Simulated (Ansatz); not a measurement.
# LiNbO3: the cost of one run

Computed with Ansatz 0.2.0 (DFT PBE, scalar-relativistic, plane waves, PAW, unless a step's input says otherwise).

1 further run of the same task is left out (set aside as unsound or not needed).

## (1) The system as given

The structure is trigonal, space group R3c (No. 161). The conventional cell has a = 5.190 Å, b = 5.190 Å, c = 14.014 Å, α = 90.00°, β = 90.00°, γ = 120.00°. Around Li (site symmetry 3) lie 6 O at 2.08 to 2.27 Å. Around Nb (site symmetry 3) lie 6 O at 1.88 to 2.16 Å. O (site symmetry 1) has 2 Nb at 1.88 to 2.16 Å and 2 Li at 2.08 to 2.27 Å as nearest neighbours.

Structure file:

```
Li Nb O
1.0
     2.59475    1.49808    4.67149
    -2.59475    1.49808    4.67149
     0.00000   -2.99616    4.67149
Li Nb O
2 2 6
Cartesian
  0.0000 0.0000 3.9465
  0.0000 0.0000 10.9537
  0.0000 0.0000 0.0064
  0.0000 0.0000 7.0136
  -0.6428 -1.4586 5.5580
  1.5846 0.1727 5.5580
  -0.9418 1.2860 5.5580
  -1.6529 -0.2121 7.8937
  0.6428 1.5375 7.8937
  1.0101 -1.3254 7.8937
```

This cell was relaxed beforehand with the same method: volume 10.90 Å³/atom, gap on the mesh 3.57 eV.

## (2) A stricter relaxation

Response runs need a geometry at rest under their own mesh and occupations; hence this stricter relaxation.

input.yaml reads:

```yaml
crystal:
  lattice:
    - [2.5947509582, 1.4980801642, 4.6714922516]
    - [-2.5947509582, 1.4980801642, 4.6714922516]
    - [0.0, -2.9961603283, 4.6714922516]
  atoms:
    - { symbol: Li, position: [0.2816005589, 0.2816005589, 0.2816005589] }
    - { symbol: Li, position: [0.7816005589, 0.7816005589, 0.7816005589] }
    - { symbol: Nb, position: [0.000454885, 0.000454885, 0.000454885] }
    - { symbol: Nb, position: [0.500454885, 0.500454885, 0.500454885] }
    - { symbol: O, position: [0.1104436164, 0.3581702929, 0.7211456467] }
    - { symbol: O, position: [0.7211456467, 0.1104436164, 0.3581702929] }
    - { symbol: O, position: [0.3581702929, 0.7211456467, 0.1104436164] }
    - { symbol: O, position: [0.2211456467, 0.8581702929, 0.6104436164] }
    - { symbol: O, position: [0.8581702929, 0.6104436164, 0.2211456467] }
    - { symbol: O, position: [0.6104436164, 0.2211456467, 0.8581702929] }
basis:
  ecutwfc: 420
kpoints:
  mp_grid: { grid: [6, 6, 6] }
hamiltonian:
  xc: pbe
scf:
  occupations: { method: fixed }
output:
  forces: true
  stress: true
  eigenvalues: true
  write_density: true
  write_potential: true
  elf: true
  volumetric_format: npy
relax:
  adjacent_minimum: "off"
  f_tol: 0.001
  max_steps: 60
  cell: { stress_tol: 0.01 }
```

Started as:

```sh
$ ansatz run input.yaml --threads 4 --pin off --max-ram 10240MiB --backend cpu --events-out ev --progress --plain --runs-dir out
```

What time and memory should one allow on 4 threads of Arm Neoverse V2, shared host?

About 19 s, with a peak of 0.48 GiB.
